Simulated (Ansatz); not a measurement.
# InSb: stress in a strained cell

InSb is deformed so: zz strain of +3 %. What stress and forces result, by LAPW, PAW and all-electron datasets made for the crystal?

Program: Ansatz 0.2.0. Level of theory: DFT LDA, scalar-relativistic. These are calculated values, not measurements.

## Step 1: The system as given

The structure is orthorhombic, space group Pmmn (No. 59). The conventional cell has a = 5.357 Å, b = 5.712 Å, c = 3.063 Å, α = 90.00°, β = 90.00°, γ = 90.00°. In (site symmetry mm2) is surrounded by 4 Sb at 2.73 to 2.90 Å and 2 In at 3.06 Å. Sb (site symmetry mm2) is surrounded by 4 In at 2.73 to 2.90 Å and 2 Sb at 3.06 Å.

Coordinates:

```cif
data_structure
_symmetry_space_group_name_H-M 'Pmmn:1'
_symmetry_Int_Tables_number 59
_cell_length_a 5.3570
_cell_length_b 5.7120
_cell_length_c 3.0630
_cell_angle_alpha 90.000
_cell_angle_beta 90.000
_cell_angle_gamma 90.000
_cell_volume 93.73
loop_
_atom_site_label
_atom_site_type_symbol
_atom_site_symmetry_multiplicity
_atom_site_Wyckoff_symbol
_atom_site_fract_x
_atom_site_fract_y
_atom_site_fract_z
_atom_site_occupancy
In1 In 2 a 0.00000 0.00000 0.00000 1
Sb1 Sb 2 b 0.50000 0.00000 0.83500 1
```

The file gives the conventional cell by its symmetry; the runs use the cell typed in the input.

Atoms are numbered in the order of the input: In1, In2, Sb3, Sb4.

## Step 2: The deformed structure

Space group Pmmn before, Pmmn after.

## Step 3: Full-potential LAPW

Contents of input.yaml:

```yaml
crystal:
  lattice:
    - [5.357, 0.0, 0.0]
    - [0.0, 5.712, 0.0]
    - [0.0, 0.0, 3.15489]
  atoms:
    - { symbol: In, position: [0.0, 0.0, 0.0] }
    - { symbol: In, position: [0.5, 0.5, 0.0] }
    - { symbol: Sb, position: [0.5, 0.0, 0.835] }
    - { symbol: Sb, position: [0.0, 0.5, 0.165] }
kpoints:
  mp_grid: { grid: [6, 6, 11] }
  band_path:
    path:
      - [0.0, 0.0, 0.0]
      - [0.5, 0.0, 0.0]
      - [0.5, 0.5, 0.0]
      - [0.0, 0.5, 0.0]
      - [0.0, 0.0, 0.0]
      - [0.0, 0.0, 0.5]
      - [0.5, 0.0, 0.5]
      - [0.5, 0.5, 0.5]
      - [0.0, 0.5, 0.5]
    npoints: 5
scf:
  occupations: { method: fermi_dirac, width: 0.08 }
hamiltonian:
  xc: lda
  pseudopotentials: { kind: all_electron, lapw: { basis_error: 0.001 } }
output:
  forces: true
  stress: true
  eigenvalues: true
```

On the command line:

```sh
ansatz run input.yaml --threads 1 --pin off --max-ram 6144MiB --backend cpu --events-out ev --progress --plain --runs-dir out
```

The log of the run, cut to the lines that bear on the results:

```text
LAPW: plane waves up to 8.469 Å⁻¹, error target 1.0e-3 eV per atom; small_component_spin mean_spin; In in spheres of 1.368 Å, 21 of its electrons in bands, Dirac shells []; Sb in spheres of 1.360 Å, 23 of its electrons in bands, Dirac shells []
[...]
Pseudopotentials: kind: all_electron
Pseudopotential: In, LAPW, valence charge 21, Koelling and Harmon's equation, gaussian nucleus
Pseudopotential: Sb, LAPW, valence charge 23, Koelling and Harmon's equation, gaussian nucleus
Functional definition: SPW92
[...]
Crystal: 4 atoms, lattice volume = 96.537 Å³
Basis set: ecut = 273.25722872252226 eV, 1009 PW (Γ), exchange–correlation at level 2
Bands: 53, of which v1, the nominal top of the filled ones, is band 44 counted from 1 (43 counted from 0)
Symmetry: 8 space group operations
Space group: Pmmn (ITA 59), of the structure as read, at distance tolerance 4.6e-5 Å
k-points: 96 of 396
[...]
SCF iter   1: F=—  HF=-672249.917753 eV  |F-HF|=—  |Δ(HF+E_count)|=         —  Δρ=1.50e-2  dr2=2.54e-1  ethr=2.87e-4  ⟨swp⟩=3.0  Hψ=33148  notcnv=0
[...]
SCF iter   9: F=-672249.750540 eV  HF=-672249.750540 eV  |F-HF|=3.15e-8  |Δ(HF+E_count)|=   1.54e-7  Δρ=7.68e-6  dr2=5.47e-8  ethr=2.82e-10  ⟨swp⟩=2.0  Hψ=14253  notcnv=0
[...]
NSCF: frozen V_eff on 41 k-points
SCF converged after 9 iterations
Free energy (F): -672249.750540 eV
[...]
E sigma→0 (E₀):  -672249.732000 eV
Entropy (-TS):   -0.037079 eV (-9.270 meV/atom)
Fermi energy:    15.425779 eV
[...]
--- Forces (eV/Å), atoms counted from 1 ---
  atom   1  In     0.00000000     0.00000000     0.27516417
  atom   2  In     0.00000000    -0.00000000    -0.27516417
  atom   3  Sb     0.00000000    -0.00000000    -0.66123410
  atom   4  Sb     0.00000000     0.00000000     0.66123410
[...]
--- Stress (GPa, compression-positive) ---
       20.744486      -0.000000       0.000000
       -0.000000       6.654893       0.000000
        0.000000       0.000000       0.358676
  P = ⅓ Tr σ = 9.2527 GPa (92.527 kbar)
--- Band table (eV; the first three rows and the last of 96) ---
[...]
```

It took 2.6 min on 1 thread of Arm Neoverse V2, shared host; peak memory 0.98 GiB.

Result: pressure 9.25 GPa; no gap; largest force 0.661 eV/Å.

## Step 4: PAW on the default files

Contents of input.yaml:

```yaml
crystal:
  lattice:
    - [5.357, 0.0, 0.0]
    - [0.0, 5.712, 0.0]
    - [0.0, 0.0, 3.15489]
  atoms:
    - { symbol: In, position: [0.0, 0.0, 0.0] }
    - { symbol: In, position: [0.5, 0.5, 0.0] }
    - { symbol: Sb, position: [0.5, 0.0, 0.835] }
    - { symbol: Sb, position: [0.0, 0.5, 0.165] }
kpoints:
  mp_grid: { grid: [6, 6, 11] }
scf:
  occupations: { method: fermi_dirac, width: 0.08 }
hamiltonian:
  xc: lda
  pseudopotentials: { kind: paw }
output:
  forces: true
  stress: true
  eigenvalues: true
  efg: { contact_densities: true }
```

On the command line:

```sh
ansatz run input.yaml --threads 1 --pin off --max-ram 6144MiB --backend cpu --events-out ev --progress --plain --runs-dir out
```

The log of the run, cut to the lines that bear on the results:

```text
In, Sb: output.efg is read without spin–orbit coupling, which moves field gradients at and beside such atoms by some per cent and up to a factor of two; PAW files take it under magnetization.noncollinear and magnetization.spin_orbit
[...]
Pseudopotentials: kind: paw
Pseudopotential: In, paw, valence charge 13, recommended cutoff 420 eV (normal)
Pseudopotential: Sb, paw, valence charge 15, recommended cutoff 420 eV (normal)
[... 1 set-up line as earlier in the session ...]
[...]
Crystal: 4 atoms, lattice volume = 96.537 Å³
Basis set: ecut = 420 eV, 1885 PW (Γ)
Bands: 34, of which v1, the nominal top of the filled ones, is band 28 counted from 1 (27 counted from 0)
[... 2 set-up lines as earlier in the session ...]
k-points: 96 of 396
[...]
--- Stress (GPa, compression-positive) ---
       20.726425      -0.000000      -0.000000
       -0.000000       6.620216       0.000000
       -0.000000       0.000000       0.332528
  P = ⅓ Tr σ = 9.2264 GPa (92.264 kbar)
--- PAW observables at the nuclei: V_zz in 10²¹ V/m², potentials from the cell's mean, atoms counted from 1 ---
  atom   1  In V_zz =    -8.504094   η = 0.9512   by run symmetry: allowed
            electrostatic potential = -7942.075512 V   contact ρ = 1128511.409700 e/Å³
  atom   2  In V_zz =    -8.504094   η = 0.9512   by run symmetry: allowed
            electrostatic potential = -7942.075512 V   contact ρ = 1128511.409700 e/Å³
  atom   3  Sb V_zz =   +15.163713   η = 0.0069   by run symmetry: allowed
            electrostatic potential = -8412.864458 V   contact ρ = 1344760.500497 e/Å³
  atom   4  Sb V_zz =   +15.163713   η = 0.0069   by run symmetry: allowed
            electrostatic potential = -8412.864458 V   contact ρ = 1344760.500497 e/Å³
--- Band table (eV; the first three rows and the last of 96) ---
[...]
```

Run time: 20 s. Hardware: 1 thread of Arm Neoverse V2, shared host; peak memory 0.54 GiB.

In short: pressure 9.23 GPa; no gap; largest force 0.661 eV/Å; Vzz In1 -8.50 (η = 0.95), Sb3 15.16 (η = 0.01) (10²¹ V/m²).

## Step 5: All-electron PAW on datasets made for the crystal

input.yaml: that of step 4 with these lines changed.

```diff
@@ -16,3 +16,3 @@
   xc: lda
-  pseudopotentials: { kind: paw }
+  pseudopotentials: { kind: all_electron, datasets: crystal }
 output:
```

On the command line:

```sh
ansatz run input.yaml --threads 1 --pin off --max-ram 6144MiB --backend cpu --events-out ev --progress --plain --runs-dir out
```

The log of the run:

```text
hamiltonian.pseudopotentials.datasets: crystal makes datasets for this crystal and solves the spheres of its atoms anew in each pass: cutoff 240.0 eV, the density's 960.0 eV; for an error of 0.50 meV an atom under PBE, 2.0 meV for the cell; an energy difference from a run of another recipe may be off by several times the error for the cell, under r2SCAN by more, where some 0.1 meV an atom stays at smaller errors; In in spheres of 1.376 Å, 13 of its electrons in bands, 8 on its site; Sb in spheres of 1.349 Å, 5 of its electrons in bands, 10 on its site; only band paths and densities of states list, in semicore columns, the levels of the semicore shells that are solved separately: 4s of In, 4p of In, 4d of Sb
band count auto-derived: 24 (N_el = 36.0; filled up to band 18; 22 by the electrons, moments and atoms)
In, Sb: output.efg is read without spin–orbit coupling, which moves field gradients at and beside such atoms by some per cent and up to a factor of two; PAW files take it under magnetization.noncollinear and magnetization.spin_orbit
Engine: ansatz 0.2.0
[... 1 set-up line as earlier in the session ...]
Pseudopotential: In, paw, valence charge 21, recommended cutoff 240 eV (normal), Koelling and Harmon's equation, gaussian nucleus
Pseudopotential: Sb, paw, valence charge 15, recommended cutoff 240 eV (normal), Koelling and Harmon's equation, gaussian nucleus
[... 1 set-up line as earlier in the session ...]
  exchange = slater_x
  correlation = pw_c
Crystal: 4 atoms, lattice volume = 96.537 Å³
Basis set: ecut = 240 eV, 801 PW (Γ)
Bands: 24, of which v1, the nominal top of the filled ones, is band 18 counted from 1 (17 counted from 0)
[... 2 set-up lines as earlier in the session ...]
k-points: 96 of 396
Non-local potential: In, projectors of the file, l = 0: 1, l = 1: 1, l = 2: 2
Non-local potential: Sb, projectors of the file, l = 0: 1, l = 1: 1
PAW form: soft (Blöchl's): semilocal exchange-correlation on the pseudo side does not see the compensation charge
PAW one-centre angular grid: In, 590 points (default); XC on its mesh's 1869 points in the sphere
PAW one-centre angular grid: Sb, 110 points (default); XC on its mesh's 1857 points in the sphere
Initial density: superposition of atomic densities (neutral atoms: chi_scale 0, normalization atom)
Initial wavefunctions: pseudopotential atomic-orbital guess
Functional: x = slater, c = lda
iter 1 solved again at ethr=2.12e-3 eV; its pass at ethr=1.00e-1 eV (dr2=7.64e-1 eV) is discarded
SCF iter   1: F=—  HF=-672250.034307 eV  |F-HF|=—  |Δ(HF+E_count)|=         —  Δρ=2.24e-2  dr2=5.69e-1  ethr=2.12e-3  ⟨swp⟩=5.1  Hψ=14386  notcnv=0
preconditioner: auto → Kerker (q_TF=auto, 2.315 Å⁻¹)  [metal: Δε(μ)=0.009 eV  Ē_g=13.345 eV  σ=0.080 eV  W_gap=0.03  n_scr=20 (ndim 8)  ℏωp=22.7 eV  f_vac=0.000  D(μ)=1.73/eV (n_scr^D=8)]
SCF iter   2: F=—  HF=-672249.854382 eV  |F-HF|=—  |Δ(HF+E_count)|=   1.80e-1  Δρ=1.32e-2  dr2=1.89e-1  ethr=1.58e-3  ⟨swp⟩=3.4  Hψ=5280  notcnv=0  defer=5
iter 3 solved again at ethr=2.98e-5 eV; its pass at ethr=5.24e-4 eV (dr2=1.07e-2 eV) is discarded
SCF iter   3: F=—  HF=-672249.753190 eV  |F-HF|=—  |Δ(HF+E_count)|=   1.01e-1  Δρ=2.95e-3  dr2=1.06e-2  ethr=2.98e-5  ⟨swp⟩=2.1  Hψ=9847  notcnv=0  defer=1
SCF iter   4: F=—  HF=-672249.751115 eV  |F-HF|=—  |Δ(HF+E_count)|=   2.08e-3  Δρ=1.08e-3  dr2=8.20e-4  ethr=2.94e-5  ⟨swp⟩=3.0  Hψ=5173  notcnv=0
SCF iter   5: F=—  HF=-672249.751820 eV  |F-HF|=—  |Δ(HF+E_count)|=   7.06e-4  Δρ=5.56e-4  dr2=4.34e-4  ethr=2.28e-6  ⟨swp⟩=3.1  Hψ=6617  notcnv=0  defer=2
SCF iter   6: F=—  HF=-672249.751562 eV  |F-HF|=—  |Δ(HF+E_count)|=   2.58e-4  Δρ=1.16e-4  dr2=1.20e-5  ethr=1.21e-6  ⟨swp⟩=3.0  Hψ=5281  notcnv=0
SCF iter   7: F=—  HF=-672249.751561 eV  |F-HF|=—  |Δ(HF+E_count)|=   1.71e-6  Δρ=3.85e-5  dr2=9.96e-7  ethr=3.33e-8  ⟨swp⟩=3.0  Hψ=5371  notcnv=0
SCF iter   8: F=-672249.751561 eV  HF=-672249.751561 eV  |F-HF|=3.98e-8  |Δ(HF+E_count)|=   9.32e-8  Δρ=9.04e-6  dr2=8.02e-8  ethr=2.77e-9  ⟨swp⟩=2.4  Hψ=4153  notcnv=0  defer=1
SCF 1 converged in 8 iterations: F = -672249.751560 eV  dr2 = 8.02e-8
  Residual-converged pass: ⟨swp⟩=3.8  Hψ=5992  notcnv=0  max |occ|·‖R‖ = 6.6e-6 eV (tolerance 6.7e-6 eV)  dr2=7.88e-8  dr2_onsite=5.93e-8  max |Δocc| = 3.2e-9
SCF converged after 8 iterations
Free energy (F): -672249.751560 eV
Harris-Foulkes:  -672249.751560 eV  (|F-HF|=3.98e-8)
Internal energy: -672249.714481 eV  (E = F + TS)
E sigma→0 (E₀):  -672249.733020 eV
Entropy (-TS):   -0.037079 eV (-9.270 meV/atom)
Past the cutoff: the bands carry plane waves up to 1.75 times it, of which those up to 1.5 times it add -0.000280 eV an atom, each by itself; the spheres take 0.000547 eV an atom off the energy for waves past 1.75 times it
By the cutoff:   a pressure is off by up to 0.009 GPa (1.2 times the spheres' own share and the shells' term, over an atom's volume, and 0.004 GPa: a bound that held against runs at twice the plane waves)
Past the cutoffs: a stress includes 0.0027 GPa for waves and charges beyond them, in addition to the slope of what the spheres take
In the spheres:  the bands' charges fall short by 1.4e-6 e at most (sound up to 1e-3), those of shells solved beside the bands by 1.2e-6 e (sound up to 5e-4)
Fermi energy:    15.425829 eV
--- Per-component energies (eV) ---
  The terms above E_closure are by the made datasets' own strengths, without shells solved beside the bands.
--- Forces (eV/Å), atoms counted from 1 ---
  atom   1  In     0.00000000     0.00000000     0.27529561
  atom   2  In     0.00000000     0.00000000    -0.27529561
  atom   3  Sb     0.00000000    -0.00000000    -0.66143005
  atom   4  Sb     0.00000000     0.00000000     0.66143005
  max |Σ_I F_I| component: 0.00e0 eV/Å
--- Stress (GPa, compression-positive) ---
       20.747736      -0.000000      -0.000000
       -0.000000       6.653206       0.000000
       -0.000000       0.000000       0.355436
  P = ⅓ Tr σ = 9.2521 GPa (92.521 kbar)
  It holds what live shells' own plane waves past their cutoff add
--- PAW observables at the nuclei: V_zz in 10²¹ V/m², potentials from the cell's mean, atoms counted from 1 ---
  atom   1  In V_zz =    -8.359685   η = 0.9610   by run symmetry: allowed
            electrostatic potential = -7938.060799 V   contact ρ = 1128425.863044 e/Å³
  atom   2  In V_zz =    -8.359685   η = 0.9610   by run symmetry: allowed
            electrostatic potential = -7938.060799 V   contact ρ = 1128425.863044 e/Å³
  atom   3  Sb V_zz =   +15.301727   η = 0.0109   by run symmetry: allowed
            electrostatic potential = -8408.732400 V   contact ρ = 1344612.760170 e/Å³
  atom   4  Sb V_zz =   +15.301727   η = 0.0109   by run symmetry: allowed
            electrostatic potential = -8408.732400 V   contact ρ = 1344612.760170 e/Å³
--- Band table (eV; the first three rows and the last of 96) ---
  k-point 0: bands = ["0.2719", "0.3397", "0.4809", "0.6209", "0.6487", "0.7751", "0.7896", "0.8084", "0.8334", "0.8553", "2.9353", "5.9599", "9.7629", "9.8168", "9.9097", "12.7000", "12.9017", "13.4357", "18.7845", "19.0903", "19.1086", "21.8589"]
  k-point 1: bands = ["0.2835", "0.3697", "0.5175", "0.6236", "0.6525", "0.7713", "0.7766", "0.7923", "0.8156", "0.8399", "3.0620", "6.0581", "9.8819", "9.9431", "10.0356", "12.8149", "13.0051", "13.5471", "17.0538", "18.8843", "18.9253", "21.8699"]
  k-point 2: bands = ["0.3141", "0.4483", "0.6167", "0.6308", "0.6644", "0.7232", "0.7497", "0.7685", "0.7804", "0.7992", "3.4387", "6.3485", "10.2436", "10.3088", "10.3991", "13.1393", "13.3021", "13.8601", "14.8067", "16.9980", "19.1848", "20.8470"]
  k-point 95: bands = ["0.5614", "0.5614", "0.5654", "0.5654", "0.6642", "0.6642", "0.6879", "0.6879", "0.9014", "0.9014", "6.6513", "6.6513", "9.8058", "9.8058", "11.3160", "11.3160", "12.7593", "12.7593", "17.9566", "17.9566", "19.4154", "19.4154"]
```

It took 30 s on 1 thread of Arm Neoverse V2, shared host; peak memory 0.88 GiB.

Result: pressure 9.25 GPa; no gap; largest force 0.661 eV/Å; Vzz In1 -8.36 (η = 0.96), Sb3 15.30 (η = 0.01) (10²¹ V/m²).

## Step 6: Stress and forces compared

Stress (GPa, compression positive):

| method | xx | yy | zz | yz | xz | xy |
| --- | --- | --- | --- | --- | --- | --- |
| LAPW | 20.74 | 6.65 | 0.36 | 0.00 | 0.00 | 0.00 |
| PAW | 20.73 | 6.62 | 0.33 | 0.00 | 0.00 | 0.00 |
| crystal datasets | 20.75 | 6.65 | 0.36 | 0.00 | 0.00 | 0.00 |

Forces (eV/Å):

| atom | LAPW x | LAPW y | LAPW z | PAW x | PAW y | PAW z | crystal datasets x | crystal datasets y | crystal datasets z |
| --- | --- | --- | --- | --- | --- | --- | --- | --- | --- |
| In1 | 0.000 | 0.000 | 0.275 | 0.000 | 0.000 | 0.275 | 0.000 | 0.000 | 0.275 |
| In2 | 0.000 | 0.000 | -0.275 | 0.000 | 0.000 | -0.275 | 0.000 | 0.000 | -0.275 |
| Sb3 | 0.000 | 0.000 | -0.661 | 0.000 | 0.000 | -0.661 | 0.000 | 0.000 | -0.661 |
| Sb4 | 0.000 | 0.000 | 0.661 | 0.000 | 0.000 | 0.661 | 0.000 | 0.000 | 0.661 |

| method | pressure (GPa) | largest force (eV/Å) | Vzz In1 (10²¹ V/m²) | Vzz Sb3 (10²¹ V/m²) | SCF cycles, all passes |
| --- | --- | --- | --- | --- | --- |
| LAPW | 9.25 | 0.661 | – | – | 9 |
| PAW | 9.23 | 0.661 | -8.50 | 15.16 | 7 |
| crystal datasets | 9.25 | 0.661 | -8.36 | 15.30 | 8 |

## Step 7: What came out

| quantity | value |
| --- | --- |
| pressure | LAPW 9.25, PAW 9.23, crystal datasets 9.25 GPa |
| largest shear or deviatoric stress (LAPW) | 11.49 GPa |

What this shows: The largest part of the stress beyond the pressure is 11.49 GPa in size, in the xx component; the atoms are carried along and not relaxed. No run of the undeformed cell stands beside it, so the pressure holds what the given cell had before the change. PAW: stress within 0.03 GPa of LAPW, forces within 1 meV/Å. Crystal datasets: stress within 0.01 GPa of LAPW, forces within 1 meV/Å. Spin-orbit coupling is left out, though the cell holds Sb; in elements this heavy it can shift bands and gaps by tenths of an eV.
